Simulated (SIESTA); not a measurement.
Runs of SIESTA 5.4.2 on TiAl3. The structure is tetragonal, space group I4/mmm (No. 139). The conventional cell has a = 3.822 Å, b = 3.822 Å, c = 8.561 Å, α = 90.00°, β = 90.00°, γ = 90.00°. Ti (site symmetry 4/mmm) is surrounded by 12 Al at 2.70 to 2.87 Å. Al (site symmetry -4m2) has 8 Al at 2.70 to 2.87 Å and 4 Ti at 2.87 Å as nearest neighbours. Around Al (site symmetry 4/mmm) lie 4 Ti at 2.70 Å and 8 Al at 2.87 Å. The cell comes from a database or a generator and needn't be the stable form of this composition.

```csv
task,level,potentials or basis,gap on the mesh (eV),pressure (GPa),V0 of scaled cells (Å³/atom),B0 (GPa)
equation of state,PBE,"PseudoDojo 0.4 standard (PBE files), DZP (energy shift 0.003 Ry; two zetas on semicore shells)",-,-,15.98,110
equation of state,PBEsol,"PseudoDojo 0.4 standard (PBEsol files), DZP (energy shift 0.003 Ry; two zetas on semicore shells)",-,-,15.62,115
band structure,PBE,"PseudoDojo 0.4 standard (PBE files), DZP (energy shift 0.003 Ry; two zetas on semicore shells)",none,2.5,-,-
equation of state,LDA,"PseudoDojo 0.4 standard (LDA files), DZP (energy shift 0.003 Ry; two zetas on semicore shells)",-,-,(b),120
band structure,LDA,"PseudoDojo 0.4 standard (LDA files), DZP (energy shift 0.003 Ry; two zetas on semicore shells)",none,(a),-,-
single point,PBEsol,"PseudoDojo 0.4 standard (PBEsol files), DZP (energy shift 0.003 Ry; two zetas on semicore shells)",none,(c),-,-
```

Alike in all rows: no spin polarisation; cell as given; k mesh 10 × 10 × 10; smearing fermi-dirac 0.05 eV; grid cutoff 800 Ry; energy shift 0.003 Ry.

Q: Estimate the missing entries.

A: (a) -3.3; (b) 15.18; (c) -0.1.

Caveats: the basis of atomic orbitals isn't converged, which shifts pressures, moduli and gaps; the cell was scaled at fixed shape and fractional positions, which overstates the stiffness of a crystal with free parameters, most of all of layers and chains (some runs).

A k mesh can miss the band edges.

A gap of «none» marks a metal or a gap under the smearing width.

Not every run made on this cell is shown here.
